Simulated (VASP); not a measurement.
# SnSe in VASP: how settings move the PBE single point

Aim: see what changed inputs do to the PBE single point of the known phase of SnSe with 2 atoms a cell.

Code: VASP 6.6.1. PAW datasets, plane waves. (Simulation; spin polarisation is off (in the reference).)

**1. Starting point**

The cell comes from an earlier relaxation with r2SCAN+rVV10 in another program. Some of the altered inputs switch spin polarisation on.

It is cubic, Fm-3m (No. 225); conventional cell a = 5.970 Å, 26.59 Å³ an atom. Sn has 6 Se at 2.98 Å; Se has 6 Sn at 2.98 Å.

Coordinates:

```cif
data_structure
_symmetry_space_group_name_H-M 'P 1'
_symmetry_Int_Tables_number 1
_cell_length_a 4.2213
_cell_length_b 4.2213
_cell_length_c 4.2213
_cell_angle_alpha 60.000
_cell_angle_beta 60.000
_cell_angle_gamma 60.000
_cell_volume 53.19
loop_
_atom_site_label
_atom_site_type_symbol
_atom_site_fract_x
_atom_site_fract_y
_atom_site_fract_z
_atom_site_occupancy
Sn1 Sn 0.00000 0.00000 0.00000 1
Se1 Se 0.50000 0.50000 0.50000 1
```

**2. Baseline**

File INCAR:

```
ENCUT = 520.000000
SIGMA = 0.020000
EDIFF = 1.00e-07
GGA = PE
PREC = Accurate
IBRION = -1
ISIF = 2
ISMEAR = -1
NBANDS = 17
NELM = 120
NSW = 0
LASPH = .TRUE.
LCHARG = .FALSE.
LWAVE = .FALSE.
LREAL = .FALSE.
```

File KPOINTS:

```
KPOINTS created by Atomic Simulation Environment
0
Gamma
8 8 8
0 0 0
```

File POSCAR:

```
Sn Se
 1.0000000000000000
    -0.0000000000000000    2.9848894912484352    2.9848894912484352
     2.9848894912484352   -0.0000000000000000    2.9848894912484352
     2.9848894912484352    2.9848894912484352   -0.0000000000000000
 Sn  Se
   1   1
Cartesian
  0.0000000000000000  0.0000000000000000  0.0000000000000000
  2.9848894912484352  2.9848894912484352  2.9848894912484352
```

A file KPOINTS_OPT adds named points for the levels; it doesn't enter the self-consistent loop.

Potentials: the recommended PBE PAW datasets, 20 valence electrons.

Command:

```
mpirun -np 1 vasp_std
```

**3. Variant 1**

File INCAR:

```
SIGMA = 0.020000
EDIFF = 1.00e-07
PREC = Accurate
IBRION = -1
ISIF = 2
ISMEAR = -1
NBANDS = 17
NSW = 0
LASPH = .TRUE.
LCHARG = .FALSE.
LWAVE = .FALSE.
LREAL = .FALSE.
METAGGA = MS2
ENCUT = 200
NELM = 83
```

KPOINTS is that of step 2.

POSCAR is that of step 2.

**4. Variant 2**

Edit INCAR of step 2 so:

```diff
@@ -9,3 +9,2 @@
 NBANDS = 17
-NELM = 120
 NSW = 0
@@ -15 +14,4 @@
 LREAL = .FALSE.
+ISPIN = 2
+MAGMOM = 2 2
+NELM = 64
```

KPOINTS is that of step 2.

POSCAR is that of step 2.

**5. Variant 3**

Edit INCAR of step 2 so:

```diff
@@ -2,3 +2,2 @@
 SIGMA = 0.020000
-EDIFF = 1.00e-07
 GGA = PE
@@ -15 +14,5 @@
 LREAL = .FALSE.
+ALGO = Damped
+TIME = 0.5
+EDIFF = 1e-06
+IVDW = 11
```

KPOINTS is that of step 2.

POSCAR is that of step 2.

What does the calculation give? Wanted: for each run, changed; ending; energy change; pressure; electronic steps; usable.

**Answer**, as computed:

| run | changed | ending | energy change (meV/atom) | pressure (GPa) | gap on the mesh (eV; negative: overlap) | electronic steps | time | usable |
| --- | --- | --- | --- | --- | --- | --- | --- | --- |
| ref. | – | converged | 0 | 2.3 | 0.69 | 14 | 23 s | yes |
| 1 | METAGGA = MS2, ENCUT = 200, NELM = 83 | converged | – | -9.7 | 0.71 | 17 | 26 s | no |
| 2 | ISPIN = 2, MAGMOM = 2 2, NELM = 64 | converged | 0.0 | 2.3 | – | 15 | 37 s | yes |
| 3 | ALGO = Damped, TIME = 0.5, EDIFF = 1e-06, IVDW = 11 | converged | – | 1.1 | 0.69 | 19 | 20 s | yes |

**Reading.** Of 3 altered inputs, 1 ended normally on a faulty or unsound input, 2 gave usable results.
